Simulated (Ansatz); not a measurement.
# PbSe (I4mm)

Level of theory: DFT PBE, scalar-relativistic, plane waves, PAW (Ansatz 0.2.0).

Plane waves to 420 eV, a k mesh through Γ of 12×12×12 on the computed 2-atom cell and Gaussian smearing (0.02 eV); no spin polarisation.

The structure is relaxed at this level of theory with its symmetry kept, and needn't be the ground state of this composition.

Space group I4mm (No. 107), tetragonal, a = 4.397 Å, c = 6.218 Å. Pb is surrounded by 6 Se at 3.10–3.12 Å; Se is surrounded by 6 Pb at 3.10–3.12 Å.

| Item | Value |
| --- | --- |
| Volume per atom | 30.05 Å³ |
| Formation energy from the elements' standard states (uncorrected) | -0.565 eV/atom |
| Kohn–Sham band gap | 0.43 eV, direct at N |
| Orbital (Löwdin) character of the top 1 eV of the valence band | Se 4p 75 %, Pb 6s 14 %, Pb 6p 9 % |
| Orbital (Löwdin) character of the lowest 1 eV of the conduction band | Pb 6p 73 %, Se 4s 12 %, Se 4p 10 % |
| Electron masses at the edge by direction of the standard setting (m_e; one valley, along these axes only; no spin-orbit coupling) | x: 0.14; y: 0.12; z: 0.14 |
| Hole masses at the edge by direction of the standard setting (m_e; one valley, along these axes only; no spin-orbit coupling) | x: 0.16; y: 0.12; z: 0.13 |
| Bader charge by site (e) | Pb (1 in the cell) 0.89, Se (1 in the cell) -0.89 |

Spin-orbit coupling is left out, which matters for the bands of heavy elements.

The cell was reached from a generator's guess, though it ends in a space group that the Crystallography Open Database lists for this formula. Kohn–Sham gaps at this level usually fall short of measured ones. Löwdin shares on free-atom orbitals overweight diffuse shells in the empty bands.
